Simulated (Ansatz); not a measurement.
**La: which structure wins, with spin-orbit coupling**

Aim: relax La in several structures (bcc, hcp) and rank them by energy, with spin-orbit coupling. The runs shown use PAW and LAPW.

Computed with Ansatz 0.2.0 (DFT PBE, with the methods named in each step, unless a step's input says otherwise).

## (1) The starting structure

It takes space group Im-3m (No. 229, cubic). Conventional cell: a = 4.211 Å, b = 4.211 Å, c = 4.211 Å, α = 90.00°, β = 90.00°, γ = 90.00°. Around La (site symmetry m-3m) lie 8 La at 3.65 Å.

Structure file:

```xyz
1
Lattice="-2.1053 2.1053 2.1053 2.1053 -2.1053 2.1053 2.1053 2.1053 -2.1053" Properties=species:S:1:pos:R:3 pbc="T T T"
La    0.0000    0.0000    0.0000
```

## (2) Bcc relaxed, PAW

The input, input.yaml:

```yaml
crystal:
  lattice:
    - [-2.1053153331, 2.1053153331, 2.1053153331]
    - [2.1053153331, -2.1053153331, 2.1053153331]
    - [2.1053153331, 2.1053153331, -2.1053153331]
  atoms:
    - { symbol: La, position: [0.0, 0.0, 0.0] }
kpoints:
  mp_grid: { grid: [14, 14, 14] }
scf:
  occupations: { method: fermi_dirac, width: 0.05 }
hamiltonian:
  xc: pbe
  pseudopotentials: { kind: paw_fr }
output:
  forces: true
  stress: true
relax:
  f_tol: 0.005
  max_steps: 40
  cell: {}
magnetization:
  noncollinear: true
  spin_orbit: true
```

Started as:

```
> ansatz run input.yaml --threads 2 --pin off --max-ram 6144MiB --backend cpu --events-out ev --progress --plain --runs-dir out
```

After this run come: Bcc relaxed, LAPW; Hcp relaxed, PAW; Hcp relaxed, LAPW.

Before running it: what results should come out? Wanted: lowest (for each run or level that gives them).

**Answer**, as computed:

| quantity | value |
| --- | --- |
| lowest (LAPW) | hcp, 97.6 meV/atom under bcc |
| lowest (PAW) | hcp, 97.8 meV/atom under bcc |

In words: By LAPW the order is hcp < bcc. By PAW the order is hcp < bcc. The methods agree on the lowest phase. Only these structures were tried, with electrons smeared by 0.05 eV and without vibrations, so the true ground state may be another. The k meshes differ between phases and weren't tested, which can move differences by some meV.
